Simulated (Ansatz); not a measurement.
Base system: ZrO2 (space group P4_2/nmc, No. 137; a = 3.621 Å, c = 5.283 Å). Axes: x, y, z lie along a, b, c of the conventional cell.

Level of theory: PBE/PAW in Ansatz (an electronic-structure program), spin-orbit coupling left out.

Base values:

The electron mass is 2.3 mₑ along c, 0.61 mₑ across (at Γ).

It is then changed as follows: tensile biaxial strain of 1.95 % in the plane normal to [001], as in epitaxy on a mismatched substrate; the out-of-plane cell vector and the atoms relax.

**Question.** What does the calculation give for the electron mass and ratio −ε⊥/ε∥ after the change?

**Answer.** The electron mass goes from 2.3 mₑ along c, 0.61 mₑ across (at Γ) to 2.3 mₑ out of plane, 0.58 mₑ in plane (at Γ); the ratio −ε⊥/ε∥ is 0.37.

The levels and masses belong to the bands next to the band gap. Masses are band curvatures over ±0.01 Å⁻¹ around the edge. Whether these cells are dynamically stable was not tested. This is not the structure that ZrO2 has at room temperature and ambient pressure.
